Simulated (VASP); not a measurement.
A run of VASP 6.6.1 is set up as follows.

INCAR

```
SYSTEM = Ni
  PREC = Accurate
  ENCUT = 600
  EDIFF = 1E-6
  ISMEAR = -1
  SIGMA = 0.05
  LREAL = .False.
  LASPH = .True.
  NELM = 150
  ALGO = Normal
  ISIF = 3
  LWAVE = .False.
  LCHARG = .False.
  ISPIN = 2
  MAGMOM = 1
  LORBIT = 11
  LMAXMIX = 4
  IBRION = 2
  NSW = 60
  EDIFFG = -0.02
```

Contents of KPOINTS:

```
Automatic mesh
0
Gamma
  12 12 12
  0 0 0
```

Contents of POSCAR:

```
Ni
1.0
   -1.3837154700      1.3837154700      1.3837154700
    1.3837154700     -1.3837154700      1.3837154700
    1.3837154700      1.3837154700     -1.3837154700
Ni
1
Direct
    0.0000000000      0.0000000000      0.0000000000
```

Potentials or basis: VASP PAW LDA potentials, release 64 (Ni).

The run is started by

```console
$ cat potpaw_LDA.64/Ni/POTCAR > POTCAR
$ mpirun -np 1 vasp_std > vasp.out
```

(1) Estimate the relaxed volume.

(2) Predict the relaxed cell.

(3) What does it give for the space group after relaxing (to 0.05 Å)?

(4) Predict the net moment.

Results:

(1) 10.03 Å³/atom.

(2) a = 2.353 Å, b = 2.353 Å, c = 2.353 Å, α = 109.47°, β = 109.47°, γ = 109.47°.

(3) Im-3m (No. 229).

(4) 0.00 μB per cell.
